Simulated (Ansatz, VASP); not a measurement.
# Co in VASP and in Ansatz

```xyz
2
Lattice="2.4874 0.0000 0.0000 -1.2437 2.1541 0.0000 0.0000 0.0000 4.0633" Properties=species:S:1:pos:R:3 pbc="T T T"
Co    0.0000    1.4361    3.0074
Co    1.2437    0.7180    1.0559
```

Alike in both runs: task single point; functional r2SCAN; k mesh 12 × 12 × 7; occupations fermi-dirac, width 0.05 eV; collinear spin.

|  | VASP | Ansatz |
| --- | --- | --- |
| version | VASP 6.6.1 | Ansatz 0.2.0 |
| potentials or method | VASP PAW PBE potentials, release 64 (Co) | Ansatz PAW |
| plane-wave cutoff (eV) | 520 | 500 |
| valence electrons in the cell | 18 | 34 |

```tsv
	VASP	Ansatz	Ansatz less VASP
gap on the k mesh at the Fermi level (eV)	none	none	-
pressure (GPa)	-3.4	-3.5	-0.01
largest component of the traceless stress (GPa)	0.76	0.83	+0.064
rms of the force components (eV/Å)	0.109	0.112	+0.0021
net moment per atom (μB)	1.79	1.79	+0.005
size of the moment on the site where the two differ most (μB)	1.85	1.94	+0.082
```

Site moments also hang on the region over which each program counts them. Atom by atom the forces differ by 0.002 eV/Å (rms over components). A gap of «none» marks a metal or a gap that the smearing closes. The functional is the same, so the differences come from potentials, cutoffs and numerics. The two sets of potentials don't hold the same shells in valence.

Caveats: the PAW data sets were made with another functional, which shifts forces and pressure a little (VASP); the magnetic or orbital state may not be the lowest (Ansatz); the PAW data sets come from PBE, with cores solved anew for the run's functional, which leaves a small shift of forces and pressure (Ansatz).
